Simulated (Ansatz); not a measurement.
Wanted: the native input for an Ansatz 0.2.0 run.

```yaml
Task: band structure
Functional: LDA
Potentials_or_basis: all-electron LAPW, scalar-relativistic
Cutoff: 228 eV (chosen from the basis error)
Basis_error_allowed: 0.001 eV/atom
k_mesh: 11 × 11 × 11
Occupations: gaussian, width 0.05 eV
Spin: no spin polarisation
```

Crystal: Si.

```
Si
1.0
    -2.37137    2.37137    1.32927
     2.37137   -2.37137    1.32927
     2.37137    2.37137   -1.32927
Si
2
Cartesian
  0.1470 0.0149 1.2993
  2.3852 -0.0847 0.6750
```

This isn't the form of Si at room conditions, which is diamond.

The cell isn't the ideal one: atoms moved at random, drawn with an rms of 0.15 Å.

The input as run:

input.yaml

```yaml
crystal:
  lattice:
    - [-2.3713723045, 2.3713723045, 1.3292653899]
    - [2.3713723045, -2.3713723045, 1.3292653899]
    - [2.3713723045, 2.3713723045, -1.3292653899]
  atoms:
    - { symbol: Si, position: [0.491864, 0.519732, 0.034142] }
    - { symbol: Si, position: [0.236022, 0.756806, 0.48506] }
kpoints:
  mp_grid: { grid: [11, 11, 11] }
  band_path:
    path:
      - [0.0, 0.0, 0.0]
      - [0.0, 0.0, 0.5]
      - [-0.5, 0.5, 0.5]
      - [0.0, 0.0, 0.0]
      - [0.3285532063, 0.3285532063, -0.3285532063]
      - [0.25, 0.25, 0.25]
      - [0.0, 0.5, 0.0]
      - [-0.3285532063, 0.6714467937, 0.3285532063]
    npoints: 10
scf:
  occupations: { method: gaussian, width: 0.05 }
hamiltonian:
  xc: lda
  pseudopotentials: { kind: all_electron, lapw: { basis_error: 0.001 } }
output:
  forces: true
  stress: true
  eigenvalues: true
```

Potentials or basis: all-electron LAPW, scalar-relativistic.

Command:

```console
$ ansatz run input.yaml --threads 1 --pin off --max-ram 3072MiB --backend cpu --events-out ev --progress --plain --runs-dir out
```

Results of the run:

```json
{"Pressure": "0.9 GPa", "Largest force": "1.051 eV/Å", "Band gap along the path": "none (metal or under the smearing width)"}
```

Caveat: forces of over 1 eV/Å show positions far from the minimum, so gaps and moduli don't describe the material at rest.

Run time: 58 s on 1 thread of Arm Neoverse V1, on a shared host, peak memory 0.7 GiB.
